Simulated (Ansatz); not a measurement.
## Sensitivity of the gradients in ZrO2 with a Zr vacancy to the input

Cell: a supercell of ZrO2 (baddeleyite type, P2_1/c) built from an entry of the Crystallography Open Database (COD; perhaps a calculated or model structure), with all atoms left at the host's positions.

```yaml
crystal:
  lattice:
    - [-0.84776, 5.20230, 5.25516]
    - [4.30094, 0.00000, 5.25516]
    - [5.14870, 5.20230, 0.00000]
  atoms:
    - { symbol: Zr, position: [0.48625, 0.72275, 0.55345] }
    - { symbol: Zr, position: [0.05345, 0.23755, 0.48625] }
    - { symbol: Zr, position: [0.55345, 0.73755, 0.98625] }
    - { symbol: Zr, position: [0.51375, 0.27725, 0.44655] }
    - { symbol: Zr, position: [0.01375, 0.77725, 0.94655] }
    - { symbol: Zr, position: [0.44655, 0.26245, 0.01375] }
    - { symbol: Zr, position: [0.94655, 0.76245, 0.51375] }
    - { symbol: O, position: [0.39305, 0.08615, 0.36285] }
    - { symbol: O, position: [0.89305, 0.58615, 0.86285] }
    - { symbol: O, position: [0.86285, 0.15795, 0.39305] }
    - { symbol: O, position: [0.36285, 0.65795, 0.89305] }
    - { symbol: O, position: [0.10695, 0.41385, 0.13715] }
    - { symbol: O, position: [0.60695, 0.91385, 0.63715] }
    - { symbol: O, position: [0.63715, 0.34205, 0.10695] }
    - { symbol: O, position: [0.13715, 0.84205, 0.60695] }
    - { symbol: O, position: [0.30420, 0.04210, 0.02730] }
    - { symbol: O, position: [0.80420, 0.54210, 0.52730] }
    - { symbol: O, position: [0.02730, 0.12640, 0.80420] }
    - { symbol: O, position: [0.52730, 0.62640, 0.30420] }
    - { symbol: O, position: [0.19580, 0.45790, 0.47270] }
    - { symbol: O, position: [0.69580, 0.95790, 0.97270] }
    - { symbol: O, position: [0.47270, 0.37360, 0.69580] }
    - { symbol: O, position: [0.97270, 0.87360, 0.19580] }
```

Sites (sets of like atoms) are named by element and the number of their first atom in this list.

Reference run. Level of theory: DFT, PBE, plane waves and PAW, scalar-relativistic, collinear spin, 420 eV cutoff, Γ-centred 3×3×3 k-points, Fermi–Dirac smearing 0.01 eV, cell charge -3 (Ansatz 0.2.0). Start moments as typed (μB): 0 0 0 0 0 0 0 0 0.5 0.5 0 0 0 0.5 0 0.5 0 0.5 0 0 0 0 0.5 by atom.

Q: The input is changed as follows: `scf.occupations.method`: fermi_dirac → methfessel_paxton; `scf.occupations.width`: 0.01 → 0.005. What happens to V_zz (10²¹ V/m²) and η?

A: 

```csv
site,atom,V_zz reference,η reference,V_zz changed,η changed
Zr2,2,-5.16,0.64,-5.14,0.64
Zr3,3,5.94,0.88,5.93,0.88
Zr5,5,6.83,0.27,6.84,0.27
Zr6,6,6.59,0.68,6.60,0.68
O9,9,-1.23,0.51,-1.26,0.46
O10,10,-2.21,0.54,-2.20,0.54
O12,12,2.87,0.91,2.91,0.90
O16,16,1.91,0.61,1.90,0.54
O18,18,-0.82,0.99,0.91,0.73
O19,19,-1.59,0.71,-1.58,0.72
O21,21,0.82,0.92,0.83,0.93
O23,23,4.24,0.12,4.27,0.11
```

The largest change of V_zz along a kept axis is on O12, from 2.87 to 2.91. The whole tensor moves most on O16, by 0.28 along its most changed direction. In per cent, |V_zz| changes by 0 on Zr, 0 to +1 on O (all sites that start above 2). On O18 the largest principal value lies along another axis in the second run, so the two V_zz can't be compared directly. The table leaves out 11 of the 23 sites, with |V_zz| up to 5.96; their tensors move by 0.02 at most along any direction. The statements above cover all sites. SCF iterations: 16 and 18. New warnings: stability check not made.

On the reference run: The defect repeats with the cell of 23 atoms, so it feels its images: sites between two images don't show the values beside a lone defect, and zeros or small values of η there can come from the images' arrangement. O and Zr carry a gradient in the pure host already, so the values there aren't the defect's effect alone. A uniform background compensates the cell's charge. The defect cell has no gap above 0.1 eV on its mesh, so the values can hang on the smearing and the k-mesh. Without spin–orbit coupling (the program notes it for Zr) the gradients can shift somewhat, as the gap is small. The neighbours have not yet relaxed around the defect (largest force 2.4 eV/Å), so a real crystal will differ.
